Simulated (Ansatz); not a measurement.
**NbP: generalised stacking fault**

The calculation used Ansatz, DFT PBE, scalar-relativistic, plane waves, PAW. The runs took a 420 eV cutoff, a Γ-centred 14×14×4 mesh and Gaussian smearing (0.15 eV). No spin polarisation. Energies are free energies at this smearing, counted from the undisturbed cell; pressure is positive in compression.

The undisturbed cell (relaxed at this level; it needn't be the usual structure):

```yaml
crystal:
  lattice:
    - [-3.34705, 0.00000, 0.00000]
    - [0.00000, -3.34705, 0.00000]
    - [0.00000, 0.00000, 11.42796]
  atoms:
    - { symbol: Nb, position: [0.00000, 0.00000, 0.58373] }
    - { symbol: Nb, position: [0.50000, 0.50000, 0.08373] }
    - { symbol: Nb, position: [0.50000, 0.00000, 0.33373] }
    - { symbol: Nb, position: [0.00000, 0.50000, 0.83373] }
    - { symbol: P, position: [0.50000, 0.50000, 0.66629] }
    - { symbol: P, position: [0.00000, 0.00000, 0.16629] }
    - { symbol: P, position: [0.00000, 0.50000, 0.41629] }
    - { symbol: P, position: [0.50000, 0.00000, 0.91629] }
```

The cut lies on the cell's a–b face, a (0 0 1) plane (indices in the standard cell, whose axes needn't be the Cartesian ones shown) of area 11.20 Å², between layers 1.91 Å apart. Vector c is tilted by f times 1·a + 0·b (length 3.347 Å) with the atoms' Cartesian places fixed: one unrelaxed fault a cell. The cell is metallic on the mesh throughout.

| f | γ (mJ/m²) |
| --- | --- |
| 0.0000 | 0 |
| 0.1000 | 162 |
| 0.2000 | 647 |
| 0.3000 | 1336 |
| 0.4000 | 1971 |
| 0.5000 | 2237 |

Problem. Predict the shear traction, the slope of γ along the slip (GPa) at each point.

Solution.
```csv
f,"shear traction, the slope of γ along the slip (GPa)"
0.0000,0.0
0.1000,9.8
0.2000,18.7
0.3000,21.1
0.4000,15.2
0.5000,0.0
```

Cost: 6 runs of about 9.7 core-minutes in all, on Arm Neoverse V2 (shared hosts).